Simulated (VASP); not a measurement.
A run of VASP 6.6.1 is set up as follows.

INCAR

```
PREC = Accurate
ENCUT = 600
EDIFF = 1E-7
ISMEAR = 0
SIGMA = 0.03
LREAL = False
LASPH = True
NELM = 80
ALGO = Normal
ISIF = 3
LWAVE = False
LCHARG = False
GGA = PS
IBRION = 2
NSW = 90
EDIFFG = -0.005
KPAR = 4
```

KPOINTS

```
Automatic mesh
0
Gamma
  8 8 8
```

File POSCAR:

```
SrTiO3                                  
1.0
    3.8947475962     -0.0000000000      0.0000000000
   -0.0000000000      3.8947475962      0.0000000000
   -0.0000000000     -0.0000000000      3.8947475962
  Sr              Ti              O             
     1     1     3
Direct
     0.5000000000000000    0.5000000000000000    0.5000000000000000
     0.0000000000000000    0.0000000000000000    0.0000000000000000
     0.5000000000000000    0.0000000000000000    0.0000000000000000
     0.0000000000000000    0.5000000000000000    0.0000000000000000
     0.0000000000000000    0.0000000000000000    0.5000000000000000
```

Potentials or basis: VASP PAW PBE potentials, release 64 (Sr_sv, Ti_sv, O).

Launch:

```bash
$ cat potpaw_PBE.64/Sr_sv/POTCAR potpaw_PBE.64/Ti_sv/POTCAR potpaw_PBE.64/O/POTCAR > POTCAR
$ mpirun -np 4 vasp_std > vasp.out
```

(1) Predict the band gap on the k mesh.

Results:

(1) 1.82 eV, indirect (least direct gap 2.17 eV).

Caveat: the relaxation stopped at its first step, so nothing moved.
